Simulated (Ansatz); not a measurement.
BaTiO3:

```
Ba Ti O
1.0
     3.72890   -0.42193    0.02237
    -0.28447    3.27547    3.11008
     0.31643   -2.75371    2.58992
Ba Ti O
1 1 3
Direct
  0.00364 0.99727 0.99850
  0.50025 0.51161 0.51018
  0.99835 0.49282 0.49504
  0.49991 0.50154 0.99454
  0.49786 0.99299 0.49796
```

- Program: Ansatz 0.2.0
- Task: relaxation of cell and atoms
- Functional: PBE
- Potentials or basis: Ansatz PAW
- Cutoff: 420 eV (not typed: the program's choice for these potentials)
- k mesh: 7 × 6 × 7
- Occupations: fermi-dirac, width 0.05 eV
- Spin: no spin polarisation
- Hubbard terms: Ti d U = 5 eV

At the start: volume 12.57 Å³/atom.

Task: Where does the relaxation end?

Result: It ends after 16 steps and the volume is 13.27 Å³/atom (+5.6 %); space group R3m (No. 160, to 0.05 Å).

The path:
```tsv
step	energy change (eV)	largest force (eV/Å)	volume (Å³)
1	0.0000	0.6130	62.84
2	-0.9554	0.6132	65.38
3	-1.6571	0.6051	65.87
4	-1.9806	0.2609	65.23
5	-1.9827	0.6259	66.64
6	-1.9995	0.0266	66.04
7	-2.0008	0.0054	65.77
8	-2.0008	0.0005	65.78
9	-2.1235	0.0055	65.78
10	-2.1417	0.0066	66.24
11	-2.1419	0.0037	66.38
12	-2.1421	0.0013	66.35
13	-2.1452	0.0015	66.35
14	-2.1455	0.0508	66.26
15	-2.1457	0.0018	66.33
16	-2.1458	0.0018	66.33
```

Final structure:
```
Ba Ti O
1.0
     4.03933   -0.00483   -0.00126
    -0.00515    2.87674    2.86875
     0.00458   -2.86125    2.85515
Ba Ti O
1 1 3
Direct
  0.99503 0.00649 0.99391
  0.48752 0.51647 0.48604
  0.00955 0.49374 0.50370
  0.50418 0.49382 0.00940
  0.50373 0.98570 0.50316
```

Caveat: the electronic state changed during the relaxation; the plane-wave basis is chosen anew once the cell has moved, so the energies of steps on either side of that aren't comparable; the pressure holds a Pulay correction of +0.5 GPa for the finite cutoff.
